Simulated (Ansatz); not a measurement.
# PbTe: the gap against volume

PbTe, Fm-3m, a = 6.572 Å. Ansatz: PBE, PAW, 420 eV, Γ-centred 8×8×8 mesh on 2 atoms, Gaussian smearing 0.02 eV; no spin polarisation. Symmetry fixes shape and atoms, so the cell is only scaled; x = ln(V/V0) with V0 = 35.483 Å³/atom. The gap is read at the mesh points alone.

```
      x gap y (eV)
-0.0619       0.706
-0.0305       0.773
 0.0000       0.830
 0.0296       0.881
 0.0583           ?
```

**Question.** Fit a straight line to the other rows, give the volume deformation potential of the gap and its pressure coefficient, and predict the missing gap. B0 = 38.6 GPa.

**Answer.** Means x = -0.01570, y = 0.79750; Σ(Δx)² = 0.004652, ΣΔxΔy = 0.008883; the slope is their ratio. y = 0.8275 + 1.909 x. The slope is the deformation potential a = dE_g/d ln V = 1.91 eV, and dE_g/dP = −a/B0 = -49.5 meV/GPa. With a term in x² added, the coefficient of x becomes 1.799, 6 % less, which shows how far this figure hangs on the form. At x = 0.0583 the fit asked for gives 0.939 eV. The run gave 0.924 eV, so the fit is 0.015 eV too high, 6.9 % of the span of the series, against an rms of 0.003 eV on the fitted rows. The row lies outside the fitted range. With a term in x² added, a fit to the same known rows predicts 0.924 eV, so most of the miss is curvature that the known rows already hold.

Spin-orbit coupling is left out, which matters for the bands of heavy elements.